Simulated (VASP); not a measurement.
# C (C2/m) in VASP: a series of runs, part 8 of 9

VASP 6.6.1.

### Step 88. Equation of state, PBEsol, 9.43 Å³/atom

Contents of INCAR:

```
PREC = Accurate
ENCUT = 400
EDIFF = 1E-6
ISMEAR = 0
SIGMA = 0.05
LREAL = F
LASPH = T
NELM = 100
ALGO = Normal
ISIF = 2
LWAVE = F
LCHARG = F
GGA = PS
ADDGRID = F
```

Contents of KPOINTS:

```
regular mesh
0
Gamma
  11 11 7
```

Contents of POSCAR:

```
C
1.0
    2.1483842544     -1.2404444432      0.0000000000
    2.1483842544      1.2404444432      0.0000000000
   -1.3927246737      0.0000000000      3.5375138202
C
2
Direct
    0.1666444700      0.1666444700      0.9999069600
    0.8333555300      0.8333555300      0.0000930400
```

Run with:

```bash
$ cat potpaw_PBE.64/C/POTCAR > POTCAR
$ mpirun -np 1 vasp_std > vasp.out
```

Run time: 14 s. Hardware: 1 thread of Intel Xeon Platinum 8488C (Sapphire Rapids), shared host; peak memory 0.12 GiB.

The run converged, but some of its settings lie outside the range that counts as converged, so its numbers aren't taken as properties of the crystal.

What came out:

- Free energy: -19.2959 eV
- Largest force: 0.005 eV/Å
- Band gap on the k mesh: 1.11 eV, direct

Caveat: the cutoff is under 1.25 times the usual one of these potentials, so pressure, stress and relaxed cells hold a basis-set (Pulay) error; the PAW data sets were made with another functional, which shifts forces and pressure a little; an odd mesh through Γ misses points on the zone boundary, where band edges often lie; this functional lacks dispersion, which binds the layers, so the pressure and a relaxed spacing across them are unreliable.

### Step 89. Equation of state, PBEsol, 8.88 Å³/atom

INCAR, as its differences from that of step 88:

```diff
@@ -1,3 +1,3 @@
 PREC = Accurate
-ENCUT = 400
+ENCUT = 460
 EDIFF = 1E-6
```

KPOINTS is that of step 88.

Contents of POSCAR:

```
C
1.0
    2.1058307541     -1.2158746984      0.0000000000
    2.1058307541      1.2158746984      0.0000000000
   -1.3651386822      0.0000000000      3.4674455374
C
2
Direct
    0.1666444700      0.1666444700      0.9999069600
    0.8333555300      0.8333555300      0.0000930400
```

Run with:

```bash
$ cat potpaw_PBE.64/C/POTCAR > POTCAR
$ mpirun -np 1 vasp_std > vasp.out
```

Wall time 19 s (1 thread of Intel Xeon Platinum 8488C (Sapphire Rapids), shared host); peak memory 0.13 GiB.

The run converged, but some of its settings lie outside the range that counts as converged, so its numbers aren't taken as properties of the crystal.

Results:

| Quantity | Value |
| --- | --- |
| Free energy | -19.2730 eV |
| Pressure | 10.1 GPa |
| Largest force | 0.006 eV/Å |
| Band gap on the k mesh | 1.14 eV, direct |

Caveat: the cutoff is under 1.25 times the usual one of these potentials, so pressure, stress and relaxed cells hold a basis-set (Pulay) error; the PAW data sets were made with another functional, which shifts forces and pressure a little; an odd mesh through Γ misses points on the zone boundary, where band edges often lie; this functional lacks dispersion, which binds the layers, so the pressure and a relaxed spacing across them are unreliable.

### Step 90. Equation of state, PBEsol, 9.43 Å³/atom

INCAR is that of step 89.

KPOINTS is that of step 89.

Contents of POSCAR:

```
C
1.0
    2.1483842544     -1.2404444432      0.0000000000
    2.1483842544      1.2404444432      0.0000000000
   -1.3927246737      0.0000000000      3.5375138202
C
2
Direct
    0.1666444700      0.1666444700      0.9999069600
    0.8333555300      0.8333555300      0.0000930400
```

Potentials or basis: VASP PAW PBE potentials, release 64 (C).

Run with:

```bash
$ cat potpaw_PBE.64/C/POTCAR > POTCAR
$ mpirun -np 1 vasp_std > vasp.out
```

It took 21 s on 1 thread of Intel Xeon Platinum 8488C (Sapphire Rapids), shared host; peak memory 0.13 GiB.

The run converged, but some of its settings lie outside the range that counts as converged, so its numbers aren't taken as properties of the crystal.

What came out:

- Free energy: -19.2855 eV
- Pressure: -6.4 GPa
- Largest force: 0.006 eV/Å
- Band gap on the k mesh: 1.11 eV, direct

Caveat: the cutoff is under 1.25 times the usual one of these potentials, so pressure, stress and relaxed cells hold a basis-set (Pulay) error; the PAW data sets were made with another functional, which shifts forces and pressure a little; an odd mesh through Γ misses points on the zone boundary, where band edges often lie; this functional lacks dispersion, which binds the layers, so the pressure and a relaxed spacing across them are unreliable.

### Step 91. Equation of state, PBEsol, 8.88 Å³/atom

INCAR, as its differences from that of step 90:

```diff
@@ -3,3 +3,3 @@
 EDIFF = 1E-6
-ISMEAR = 0
+ISMEAR = -5
 SIGMA = 0.05
```

KPOINTS is that of step 90.

Contents of POSCAR:

```
C
1.0
    2.1058307541     -1.2158746984      0.0000000000
    2.1058307541      1.2158746984      0.0000000000
   -1.3651386822      0.0000000000      3.4674455374
C
2
Direct
    0.1666444700      0.1666444700      0.9999069600
    0.8333555300      0.8333555300      0.0000930400
```

Run with:

```bash
$ cat potpaw_PBE.64/C/POTCAR > POTCAR
$ mpirun -np 1 vasp_std > vasp.out
```

Wall time 21 s (1 thread of Intel Xeon Platinum 8488C (Sapphire Rapids), shared host); peak memory 0.13 GiB.

These settings aren't checked as converged: the numbers below hold their error.

Results:

- Free energy: -19.2730 eV
- Pressure: 10.1 GPa
- Largest force: 0.006 eV/Å
- Band gap on the k mesh: 1.14 eV, direct

Caveat: the cutoff is under 1.25 times the usual one of these potentials, so pressure, stress and relaxed cells hold a basis-set (Pulay) error; the PAW data sets were made with another functional, which shifts forces and pressure a little; an odd mesh through Γ misses points on the zone boundary, where band edges often lie; this functional lacks dispersion, which binds the layers, so the pressure and a relaxed spacing across them are unreliable.

### Step 92. Equation of state, PBEsol, 9.43 Å³/atom

INCAR is that of step 91.

KPOINTS is that of step 91.

Contents of POSCAR:

```
C
1.0
    2.1483842544     -1.2404444432      0.0000000000
    2.1483842544      1.2404444432      0.0000000000
   -1.3927246737      0.0000000000      3.5375138202
C
2
Direct
    0.1666444700      0.1666444700      0.9999069600
    0.8333555300      0.8333555300      0.0000930400
```

Run with:

```bash
$ cat potpaw_PBE.64/C/POTCAR > POTCAR
$ mpirun -np 1 vasp_std > vasp.out
```

It took 22 s on 1 thread of Intel Xeon Platinum 8488C (Sapphire Rapids), shared host; peak memory 0.13 GiB.

These settings aren't checked as converged: the numbers below hold their error.

What came out:

```yaml
Free_energy: -19.2855 eV
Pressure: -6.4 GPa
Largest_force: 0.006 eV/Å
Band_gap_on_the_k_mesh: 1.11 eV, direct
```

Caveat: the cutoff is under 1.25 times the usual one of these potentials, so pressure, stress and relaxed cells hold a basis-set (Pulay) error; the PAW data sets were made with another functional, which shifts forces and pressure a little; an odd mesh through Γ misses points on the zone boundary, where band edges often lie; this functional lacks dispersion, which binds the layers, so the pressure and a relaxed spacing across them are unreliable.

### Step 93. Equation of state, PBEsol, 8.88 Å³/atom

INCAR, as its differences from that of step 92:

```diff
@@ -1,5 +1,5 @@
 PREC = Accurate
-ENCUT = 460
+ENCUT = 520
 EDIFF = 1E-6
-ISMEAR = -5
+ISMEAR = 0
 SIGMA = 0.05
```

KPOINTS is that of step 92.

Contents of POSCAR:

```
C
1.0
    2.1058307541     -1.2158746984      0.0000000000
    2.1058307541      1.2158746984      0.0000000000
   -1.3651386822      0.0000000000      3.4674455374
C
2
Direct
    0.1666444700      0.1666444700      0.9999069600
    0.8333555300      0.8333555300      0.0000930400
```

Potentials or basis: VASP PAW PBE potentials, release 64 (C).

Run with:

```bash
$ cat potpaw_PBE.64/C/POTCAR > POTCAR
$ mpirun -np 1 vasp_std > vasp.out
```

Run time: 33 s. Hardware: 1 thread of Intel Xeon Platinum 8488C (Sapphire Rapids), shared host; peak memory 0.14 GiB.

These settings aren't checked as converged: the numbers below hold their error.

Results:

| Property | Result |
| --- | --- |
| Free energy | -19.2695 eV |
| Pressure | 10.3 GPa |
| Largest force | 0.006 eV/Å |
| Band gap on the k mesh | 1.14 eV, direct |

Caveat: the PAW data sets were made with another functional, which shifts forces and pressure a little; an odd mesh through Γ misses points on the zone boundary, where band edges often lie; this functional lacks dispersion, which binds the layers, so the pressure and a relaxed spacing across them are unreliable.

### Step 94. Equation of state, PBEsol, 9.43 Å³/atom

INCAR is that of step 93.

KPOINTS is that of step 93.

Contents of POSCAR:

```
C
1.0
    2.1483842544     -1.2404444432      0.0000000000
    2.1483842544      1.2404444432      0.0000000000
   -1.3927246737      0.0000000000      3.5375138202
C
2
Direct
    0.1666444700      0.1666444700      0.9999069600
    0.8333555300      0.8333555300      0.0000930400
```

Run with:

```bash
$ cat potpaw_PBE.64/C/POTCAR > POTCAR
$ mpirun -np 1 vasp_std > vasp.out
```

Run time: 25 s. Hardware: 1 thread of Intel Xeon Platinum 8488C (Sapphire Rapids), shared host; peak memory 0.13 GiB.

These settings aren't checked as converged: the numbers below hold their error.

What came out:

```
Free energy            : -19.2821 eV
Pressure               : -6.1 GPa
Largest force          : 0.006 eV/Å
Band gap on the k mesh : 1.11 eV, direct
```

Caveat: the PAW data sets were made with another functional, which shifts forces and pressure a little; an odd mesh through Γ misses points on the zone boundary, where band edges often lie; this functional lacks dispersion, which binds the layers, so the pressure and a relaxed spacing across them are unreliable.

### Step 95. Equation of state, PBEsol, 8.88 Å³/atom

INCAR, as its differences from that of step 94:

```diff
@@ -1,2 +1,2 @@
-PREC = Accurate
+PREC = Low
 ENCUT = 520
```

KPOINTS is that of step 94.

Contents of POSCAR:

```
C
1.0
    2.1058307541     -1.2158746984      0.0000000000
    2.1058307541      1.2158746984      0.0000000000
   -1.3651386822      0.0000000000      3.4674455374
C
2
Direct
    0.1666444700      0.1666444700      0.9999069600
    0.8333555300      0.8333555300      0.0000930400
```

Run with:

```bash
$ cat potpaw_PBE.64/C/POTCAR > POTCAR
$ mpirun -np 1 vasp_std > vasp.out
```

Wall time 13 s (1 thread of Intel Xeon Platinum 8488C (Sapphire Rapids), shared host); peak memory 0.12 GiB.

The run converged, but some of its settings lie outside the range that counts as converged, so its numbers aren't taken as properties of the crystal.

Results:

| Quantity | Value |
| --- | --- |
| Free energy | -19.2699 eV |
| Pressure | 10.3 GPa |
| Largest force | 0.004 eV/Å |
| Band gap on the k mesh | 1.14 eV, direct |

Caveat: the PAW data sets were made with another functional, which shifts forces and pressure a little; an odd mesh through Γ misses points on the zone boundary, where band edges often lie; this functional lacks dispersion, which binds the layers, so the pressure and a relaxed spacing across them are unreliable.

### Step 96. Equation of state, PBEsol, 9.43 Å³/atom

INCAR is that of step 95.

KPOINTS is that of step 95.

Contents of POSCAR:

```
C
1.0
    2.1483842544     -1.2404444432      0.0000000000
    2.1483842544      1.2404444432      0.0000000000
   -1.3927246737      0.0000000000      3.5375138202
C
2
Direct
    0.1666444700      0.1666444700      0.9999069600
    0.8333555300      0.8333555300      0.0000930400
```

Potentials or basis: VASP PAW PBE potentials, release 64 (C).

Run with:

```bash
$ cat potpaw_PBE.64/C/POTCAR > POTCAR
$ mpirun -np 1 vasp_std > vasp.out
```

Run time: 14 s. Hardware: 1 thread of Intel Xeon Platinum 8488C (Sapphire Rapids), shared host; peak memory 0.12 GiB.

These settings aren't checked as converged: the numbers below hold their error.

What came out:

```yaml
Free_energy: -19.2824 eV
Pressure: -6.1 GPa
Largest_force: 0.004 eV/Å
Band_gap_on_the_k_mesh: 1.11 eV, direct
```

Caveat: the PAW data sets were made with another functional, which shifts forces and pressure a little; an odd mesh through Γ misses points on the zone boundary, where band edges often lie; this functional lacks dispersion, which binds the layers, so the pressure and a relaxed spacing across them are unreliable.

### Step 97. Equation of state, PBEsol, 8.88 Å³/atom

INCAR, as its differences from that of step 96:

```diff
@@ -1,2 +1,2 @@
-PREC = Low
+PREC = Normal
 ENCUT = 520
```

KPOINTS is that of step 96.

Contents of POSCAR:

```
C
1.0
    2.1058307541     -1.2158746984      0.0000000000
    2.1058307541      1.2158746984      0.0000000000
   -1.3651386822      0.0000000000      3.4674455374
C
2
Direct
    0.1666444700      0.1666444700      0.9999069600
    0.8333555300      0.8333555300      0.0000930400
```

Run with:

```bash
$ cat potpaw_PBE.64/C/POTCAR > POTCAR
$ mpirun -np 1 vasp_std > vasp.out
```

Run time: 18 s. Hardware: 1 thread of Intel Xeon Platinum 8488C (Sapphire Rapids), shared host; peak memory 0.12 GiB.

The run converged, but some of its settings lie outside the range that counts as converged, so its numbers aren't taken as properties of the crystal.

Results:

* Free energy: -19.2695 eV
* Pressure: 10.3 GPa
* Largest force: 0.006 eV/Å
* Band gap on the k mesh: 1.14 eV, direct

Caveat: the PAW data sets were made with another functional, which shifts forces and pressure a little; an odd mesh through Γ misses points on the zone boundary, where band edges often lie; this functional lacks dispersion, which binds the layers, so the pressure and a relaxed spacing across them are unreliable.

### Step 98. Equation of state, PBEsol, 9.43 Å³/atom

INCAR is that of step 97.

KPOINTS is that of step 97.

Contents of POSCAR:

```
C
1.0
    2.1483842544     -1.2404444432      0.0000000000
    2.1483842544      1.2404444432      0.0000000000
   -1.3927246737      0.0000000000      3.5375138202
C
2
Direct
    0.1666444700      0.1666444700      0.9999069600
    0.8333555300      0.8333555300      0.0000930400
```

Run with:

```bash
$ cat potpaw_PBE.64/C/POTCAR > POTCAR
$ mpirun -np 1 vasp_std > vasp.out
```

It took 16 s on 1 thread of Intel Xeon Platinum 8488C (Sapphire Rapids), shared host; peak memory 0.12 GiB.

These settings aren't checked as converged: the numbers below hold their error.

Results:

```
Free energy            : -19.2821 eV
Pressure               : -6.1 GPa
Largest force          : 0.006 eV/Å
Band gap on the k mesh : 1.11 eV, direct
```

Caveat: the PAW data sets were made with another functional, which shifts forces and pressure a little; an odd mesh through Γ misses points on the zone boundary, where band edges often lie; this functional lacks dispersion, which binds the layers, so the pressure and a relaxed spacing across them are unreliable.

### Step 99. Equation of state, PBEsol, 8.88 Å³/atom

INCAR, as its differences from that of step 98:

```diff
@@ -1,2 +1,2 @@
-PREC = Normal
+PREC = Accurate
 ENCUT = 520
@@ -5,3 +5,3 @@
 SIGMA = 0.05
-LREAL = F
+LREAL = Auto
 LASPH = T
```

KPOINTS is that of step 98.

Contents of POSCAR:

```
C
1.0
    2.1058307541     -1.2158746984      0.0000000000
    2.1058307541      1.2158746984      0.0000000000
   -1.3651386822      0.0000000000      3.4674455374
C
2
Direct
    0.1666444700      0.1666444700      0.9999069600
    0.8333555300      0.8333555300      0.0000930400
```

Potentials or basis: VASP PAW PBE potentials, release 64 (C).

Run with:

```bash
$ cat potpaw_PBE.64/C/POTCAR > POTCAR
$ mpirun -np 1 vasp_std > vasp.out
```

Run time: 30 s. Hardware: 1 thread of Intel Xeon Platinum 8488C (Sapphire Rapids), shared host; peak memory 0.12 GiB.

The run converged, but some of its settings lie outside the range that counts as converged, so its numbers aren't taken as properties of the crystal.

Results:

```yaml
Free_energy: -19.2709 eV
Pressure: 10.3 GPa
Largest_force: 0.004 eV/Å
Band_gap_on_the_k_mesh: 1.14 eV, direct
```

Caveat: the PAW data sets were made with another functional, which shifts forces and pressure a little; an odd mesh through Γ misses points on the zone boundary, where band edges often lie; this functional lacks dispersion, which binds the layers, so the pressure and a relaxed spacing across them are unreliable.

### Step 100. Equation of state, PBEsol, 9.43 Å³/atom

INCAR is that of step 99.

KPOINTS is that of step 99.

Contents of POSCAR:

```
C
1.0
    2.1483842544     -1.2404444432      0.0000000000
    2.1483842544      1.2404444432      0.0000000000
   -1.3927246737      0.0000000000      3.5375138202
C
2
Direct
    0.1666444700      0.1666444700      0.9999069600
    0.8333555300      0.8333555300      0.0000930400
```

Run with:

```bash
$ cat potpaw_PBE.64/C/POTCAR > POTCAR
$ mpirun -np 1 vasp_std > vasp.out
```

Run time: 33 s. Hardware: 1 thread of Intel Xeon Platinum 8488C (Sapphire Rapids), shared host; peak memory 0.12 GiB.

The run converged, but some of its settings lie outside the range that counts as converged, so its numbers aren't taken as properties of the crystal.

What came out:

* Free energy: -19.2827 eV
* Pressure: -6.2 GPa
* Largest force: 0.004 eV/Å
* Band gap on the k mesh: 1.11 eV, direct

Caveat: the PAW data sets were made with another functional, which shifts forces and pressure a little; an odd mesh through Γ misses points on the zone boundary, where band edges often lie; this functional lacks dispersion, which binds the layers, so the pressure and a relaxed spacing across them are unreliable.

### Step 101. Equation of state, PBEsol, 8.88 Å³/atom

INCAR, as its differences from that of step 100:

```diff
@@ -2,6 +2,6 @@
 ENCUT = 520
-EDIFF = 1E-6
+EDIFF = 1E-4
 ISMEAR = 0
 SIGMA = 0.05
-LREAL = Auto
+LREAL = F
 LASPH = T
```

KPOINTS is that of step 100.

Contents of POSCAR:

```
C
1.0
    2.1058307541     -1.2158746984      0.0000000000
    2.1058307541      1.2158746984      0.0000000000
   -1.3651386822      0.0000000000      3.4674455374
C
2
Direct
    0.1666444700      0.1666444700      0.9999069600
    0.8333555300      0.8333555300      0.0000930400
```

Run with:

```bash
$ cat potpaw_PBE.64/C/POTCAR > POTCAR
$ mpirun -np 1 vasp_std > vasp.out
```

Wall time 18 s (1 thread of Intel Xeon Platinum 8488C (Sapphire Rapids), shared host); peak memory 0.14 GiB.

These settings aren't checked as converged: the numbers below hold their error.

What came out:

| Quantity | Value |
| --- | --- |
| Free energy | -19.2695 eV |
| Pressure | 10.5 GPa |
| Largest force | 0.006 eV/Å |
| Band gap on the k mesh | 1.14 eV, direct |

Caveat: the PAW data sets were made with another functional, which shifts forces and pressure a little; an odd mesh through Γ misses points on the zone boundary, where band edges often lie; this functional lacks dispersion, which binds the layers, so the pressure and a relaxed spacing across them are unreliable.

### Step 102. Equation of state, PBEsol, 9.43 Å³/atom

INCAR is that of step 101.

KPOINTS is that of step 101.

Contents of POSCAR:

```
C
1.0
    2.1483842544     -1.2404444432      0.0000000000
    2.1483842544      1.2404444432      0.0000000000
   -1.3927246737      0.0000000000      3.5375138202
C
2
Direct
    0.1666444700      0.1666444700      0.9999069600
    0.8333555300      0.8333555300      0.0000930400
```

Potentials or basis: VASP PAW PBE potentials, release 64 (C).

Run with:

```bash
$ cat potpaw_PBE.64/C/POTCAR > POTCAR
$ mpirun -np 1 vasp_std > vasp.out
```

It took 24 s on 1 thread of Intel Xeon Platinum 8488C (Sapphire Rapids), shared host; peak memory 0.13 GiB.

These settings aren't checked as converged: the numbers below hold their error.

Results:

```
Free energy            : -19.2820 eV
Pressure               : -5.9 GPa
Largest force          : 0.006 eV/Å
Band gap on the k mesh : 1.11 eV, direct
```

Caveat: the PAW data sets were made with another functional, which shifts forces and pressure a little; an odd mesh through Γ misses points on the zone boundary, where band edges often lie; this functional lacks dispersion, which binds the layers, so the pressure and a relaxed spacing across them are unreliable.

### Step 103. Equation of state, PBEsol, 8.88 Å³/atom

INCAR, as its differences from that of step 102:

```diff
@@ -1,4 +1,4 @@
 PREC = Accurate
-ENCUT = 520
-EDIFF = 1E-4
+ENCUT = 460
+EDIFF = 1E-6
 ISMEAR = 0
```

Contents of KPOINTS:

```
regular mesh
0
Gamma
  13 13 8
```

Contents of POSCAR:

```
C
1.0
    2.1058307541     -1.2158746984      0.0000000000
    2.1058307541      1.2158746984      0.0000000000
   -1.3651386822      0.0000000000      3.4674455374
C
2
Direct
    0.1666444700      0.1666444700      0.9999069600
    0.8333555300      0.8333555300      0.0000930400
```

Run with:

```bash
$ cat potpaw_PBE.64/C/POTCAR > POTCAR
$ mpirun -np 1 vasp_std > vasp.out
```

Wall time 35 s (1 thread of Intel Xeon Platinum 8488C (Sapphire Rapids), shared host); peak memory 0.14 GiB.

The run converged, but some of its settings lie outside the range that counts as converged, so its numbers aren't taken as properties of the crystal.

What came out:

* Free energy: -19.2733 eV
* Pressure: 10.1 GPa
* Largest force: 0.004 eV/Å
* Band gap on the k mesh: 0.93 eV, indirect (least direct gap 0.94 eV)

Caveat: the cutoff is under 1.25 times the usual one of these potentials, so pressure, stress and relaxed cells hold a basis-set (Pulay) error; the PAW data sets were made with another functional, which shifts forces and pressure a little; an odd mesh through Γ misses points on the zone boundary, where band edges often lie; this functional lacks dispersion, which binds the layers, so the pressure and a relaxed spacing across them are unreliable.

(Part 8 of 9 ends here.)
